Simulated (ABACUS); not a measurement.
Co:

```
CELL_PARAMETERS angstrom
2.47200 0.00000 0.00000
-1.23600 2.14081 0.00000
0.00000 0.00000 4.02114
ATOMIC_POSITIONS crystal
Co 0.66667 0.33333 0.75000
Co 0.33333 0.66667 0.25000
```

```yaml
Program: ABACUS 3.10.1
Task: single point
Functional: PBE
Potentials_or_basis: PseudoDojo NC SR 0.4.1 PBE standard
Cutoff: 1320 eV
Density_cutoff: 5279 eV
Basis: plane waves
k_mesh: 12 × 12 × 7
Occupations: fermi-dirac, width 0.05 eV
Spin: collinear spin, ferromagnetic start
Starting_moments: "[2.0, 2.0] μB"
```

On this cell: pressure 5.3 GPa; largest force under 0.003 eV/Å; net moment 3.25 μB per cell; band gap on the k mesh none (metal or under the smearing width).

The same run follows on a disturbed copy (atoms moved at random, drawn with an rms of 0.05 Å):

```
CELL_PARAMETERS angstrom
2.47200 0.00000 0.00000
-1.23600 2.14081 0.00000
0.00000 0.00000 4.02114
ATOMIC_POSITIONS crystal
Co 0.66485 0.31270 0.74273
Co 0.34334 0.65289 0.24011
```

**Question.** What does the disturbed cell give?

**Answer.** The energy (extrapolated to zero smearing) moves by +0.6 meV/atom; pressure 5.3 GPa; largest force 0.094 eV/Å; net moment 3.25 μB per cell; band gap on the k mesh none (metal or under the smearing width).

Forces in eV/Å, atoms in the order of the input:
```
Co   0.051  0.036 -0.070
Co  -0.051 -0.036  0.070
```

Stress tensor (GPa, compression positive):
```
 5.92 -0.42 -0.03
-0.42  6.52 -0.02
-0.03 -0.02  3.49
```
